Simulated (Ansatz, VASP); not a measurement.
# WC: VASP beside Ansatz

The input INCAR:

```
  PREC = Accurate
  ENCUT = 600
  EDIFF = 1E-6
  ISMEAR = -1
  SIGMA = 0.05
  LREAL = F
  LASPH = T
  NELM = 150
  ALGO = Normal
  ISIF = 3
  LWAVE = F
  LCHARG = F
  LMAXMIX = 4
  LDAU = T
  LDAUTYPE = 2
  LDAUL = 2 -1
  LDAUU = 6 0
  LDAUJ = 0 0
  LDAUPRINT = 1
  GGA = PS
  IBRION = 2
  NSW = 60
  EDIFFG = -0.01
```

KPOINTS

```
Automatic mesh
0
Gamma
  10 10 10
```

File POSCAR:

```
WC
1.0
    0.0000000000      2.1926840000      2.1926840000
    2.1926840000      0.0000000000      2.1926840000
    2.1926840000      2.1926840000      0.0000000000
W C
1 1
Direct
    0.0000000000      0.0000000000      0.0000000000
    0.5000000000      0.5000000000      0.5000000000
```

input.yaml

```yaml
crystal:
  lattice:
    - [0.0, 2.192684, 2.192684]
    - [2.192684, 0.0, 2.192684]
    - [2.192684, 2.192684, 0.0]
  atoms:
    - { symbol: W, position: [0.0, 0.0, 0.0] }
    - { symbol: C, position: [0.5, 0.5, 0.5] }
hamiltonian:
  xc: pbesol
  pseudopotentials: { kind: paw }
  hubbard: { sites: [{ species: W, l: d, u_eff: 6.0 }] }
kpoints:
  mp_grid: { grid: [10, 10, 10] }
scf:
  occupations: { method: fermi_dirac, width: 0.05 }
output:
  forces: true
  stress: true
  eigenvalues: true
  write_density: true
  write_potential: true
  elf: true
  volumetric_format: npy
relax:
  f_tol: 0.01
  max_steps: 40
  cell: { stress_tol: 0.05 }
```

Measurements of this composition are mostly on another form, of space group No. 187.

Alike in both runs: task relaxation of cell and atoms; functional PBEsol; k mesh 10 × 10 × 10; occupations fermi-dirac, width 0.05 eV; no spin polarisation; Hubbard terms W d U = 6.0 eV.

|  | VASP | Ansatz |
| --- | --- | --- |
| version | VASP 6.6.1 | Ansatz 0.2.0 |
| potentials or method | VASP PAW PBE potentials, release 64 (W_sv, C) | Ansatz PAW |
| plane-wave cutoff (eV) | 600 | 420 |
| valence electrons in the cell | 18 | 18 |

Ansatz gave:

```
gap on the k mesh at the Fermi level, each at its own relaxed structure (eV) : none
relaxed volume (Å³/atom)                                                     : 10.28
relaxed cell length with the largest relative difference (Å)                 : 3.075
energy change over the relaxation (meV/atom)                                 : -8
```

What did VASP give for the same quantities?

gap on the k mesh at the Fermi level, each at its own relaxed structure (eV): none; relaxed volume (Å³/atom): 10.61; relaxed cell length with the largest relative difference (Å): 3.108; energy change over the relaxation (meV/atom): -1.

The programs project onto different local orbitals, so the same U acts differently. A gap of «none» marks a metal or a gap that the smearing closes.

Caveats: the U is typed as a test and isn't derived for this compound; the bands computed are all filled at some k points, so no gap is given (VASP); the PAW data sets were made with another functional, which shifts forces and pressure a little (VASP); the plane-wave basis is chosen anew once the cell has moved, so the energies of steps on either side of that aren't comparable (Ansatz); the pressure holds a Pulay correction of +0.3 GPa for the finite cutoff (Ansatz); U without spin polarisation on a metal has little footing (Ansatz); the PAW data sets come from PBE, with cores solved anew for the run's functional, which leaves a small shift of forces and pressure (Ansatz). The runs have no spin-orbit coupling, so splittings on W are missing.
